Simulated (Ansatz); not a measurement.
The system is As.

```
CELL_PARAMETERS angstrom
1.88080 1.08588 3.51406
-1.88080 1.08588 3.51406
0.00000 -2.17176 3.51406
ATOMIC_POSITIONS crystal
As 0.22600 0.22600 0.22600
As 0.77400 0.77400 0.77400
```

| Item | Value |
| --- | --- |
| Program | Ansatz 0.2.0 |
| Task | relaxation of cell and atoms |
| Functional | BLYP |
| Dispersion | D4 |
| Potentials or basis | Ansatz PAW |
| Cutoff | 420 eV (not typed: the program's choice for these potentials) |
| k mesh | 9 × 9 × 9 |
| Occupations | fermi-dirac, width 0.05 eV |
| Spin | no spin polarisation |

At the start: volume 21.53 Å³/atom.

**Question.** Where does the relaxation end?

**Answer.** It ends after 6 steps and the volume is 21.92 Å³/atom (+1.8 %); space group R-3m (No. 166, to 0.05 Å).

Step by step:
```csv
step,energy change (eV),largest force (eV/Å),volume (Å³)
1,0.0000,0.4318,43.06
2,-0.0144,0.1267,43.96
3,-0.0153,0.0344,44.20
4,-0.0158,0.0089,43.88
5,-0.0159,0.0019,43.85
6,-0.0160,0.0019,43.85
```

Final structure:
```xyz
2
Lattice="1.9031 1.0988 3.4946 -1.9031 1.0988 3.4946 0.0000 -2.1976 3.4946" Properties=species:S:1:pos:R:3 pbc="T T T"
As    0.0000    0.0000    2.3895
As    0.0000    0.0000    8.0942
```

Caveat: the plane-wave basis is chosen anew once the cell has moved, so the energies of steps on either side of that aren't comparable; the PAW data sets come from PBE, with cores solved anew for the run's functional, which leaves a small shift of forces and pressure.
